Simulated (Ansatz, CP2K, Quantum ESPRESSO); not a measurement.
## Tc: programs and potentials compared

```
Tc
1.0
     2.74000    0.00000    0.00000
    -1.37000    2.37291    0.00000
     0.00000    0.00000    4.39800
Tc
2
Direct
  0.66667 0.33333 0.75000
  0.33333 0.66667 0.25000
```

Alike in all runs: task single point; functional PBEsol; k mesh 11 × 11 × 6; occupations fermi-dirac, width 0.05 eV; no spin polarisation; no spin-orbit coupling. Pressure is positive in compression and, in plane waves, holds the error of the finite cutoff.

```tsv
program and potentials	plane-wave cutoff (eV)	notes	pressure (GPa)
Ansatz, all-electron LAPW, scalar-relativistic	-	-	-6.57
Quantum ESPRESSO, GBRV 1.5 PBEsol	612	-	-7.03
CP2K, POTENTIAL_UZH Tc GTH-PBE-q15; TZVP-MOLOPT-PBE-GTH basis	-	atomic basis; potentials made for PBE	-2.10
```

The pressure spans -7.03 (Quantum ESPRESSO, GBRV 1.5 PBEsol) to -2.10 GPa (CP2K, POTENTIAL_UZH Tc GTH-PBE-q15; TZVP-MOLOPT-PBE-GTH basis), with all-electron results at -6.57. Rows in atomic bases carry the error of their basis and grid, which can be large.

Differences between rows come from potentials, basis sets and numerical settings, since the functional is the same but for its coding. Runs on potential files found faulty are left out.
